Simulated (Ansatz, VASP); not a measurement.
**AlNi in VASP and in Ansatz**

Contents of INCAR:

```
PREC     = Accurate       # precision mode
ENCUT    = 520            # plane-wave cutoff, eV
EDIFF    = 1E-6           # SCF threshold, eV
ISMEAR   = 0              # smearing method
SIGMA    = 0.15           # smearing width, eV
LREAL    = F              # projectors in reciprocal space
LASPH    = T              # aspherical terms in the spheres
NELM     = 60             # most SCF steps
ALGO     = Normal         # electronic algorithm
ISIF     = 2              # what is computed and relaxed
LWAVE    = F              # write WAVECAR
LCHARG   = F              # write CHGCAR
GGA      = PE             # functional
NBANDS   = 14             # bands
```

File KPOINTS:

```
Automatic mesh
0
Gamma
  16 16 16
```

The input POSCAR:

```
AlNi
1.0
    2.6505200000      0.0000000000      0.0000000000
    0.0000000000      2.6505200000      0.0000000000
    0.0000000000      0.0000000000      2.6505200000
Al Ni
1 1
Direct
    0.0000000000      0.0000000000      0.0000000000
    0.5000000000      0.5000000000      0.5000000000
```

Input for Ansatz:

```yaml
crystal:
  lattice:
    - [2.65052, 0.0, 0.0]
    - [0.0, 2.65052, 0.0]
    - [0.0, 0.0, 2.65052]
  atoms:
    - { symbol: Al, position: [0.0, 0.0, 0.0] }
    - { symbol: Ni, position: [0.5, 0.5, 0.5] }
basis:
  ecutwfc: 420
kpoints:
  mp_grid: { grid: [16, 16, 16] }
hamiltonian:
  xc: pbe
scf:
  occupations: { method: gaussian, width: 0.15 }
output:
  forces: true
  stress: true
  eigenvalues: true
```

Change from the starting cell: strain -0.080 along x and y, -0.080 along z, atoms carried along.

Alike in both runs: task single point; functional PBE; k mesh 16 × 16 × 16; occupations gaussian, width 0.15 eV; no spin polarisation.

|  | VASP | Ansatz |
| --- | --- | --- |
| version | VASP 6.6.1 | Ansatz 0.2.0 |
| potentials or method | VASP PAW PBE potentials, release 64 (Al, Ni) | scalar-relativistic, plane waves, PAW |
| plane-wave cutoff (eV) | 520 | 420 |
| valence electrons in the cell | 13 | 21 |

Ansatz gave:

| Quantity | Value |
| --- | --- |
| gap on the k mesh at the Fermi level (eV) | none |
| pressure (GPa) | 73.7 |

Task: Which values does VASP return?

Result: gap on the k mesh at the Fermi level (eV): none; pressure (GPa): 73.6.

A gap of «none» marks a metal or a gap that the smearing closes. The two sets of potentials don't hold the same shells in valence.

Caveats: the cell as given lies far from equilibrium; so large a pressure means that the cell lies far from this level's equilibrium, or that cutoff or potentials fall short (VASP). Spin polarisation is off, so any magnetic state and its effect on volume and gap are missing.
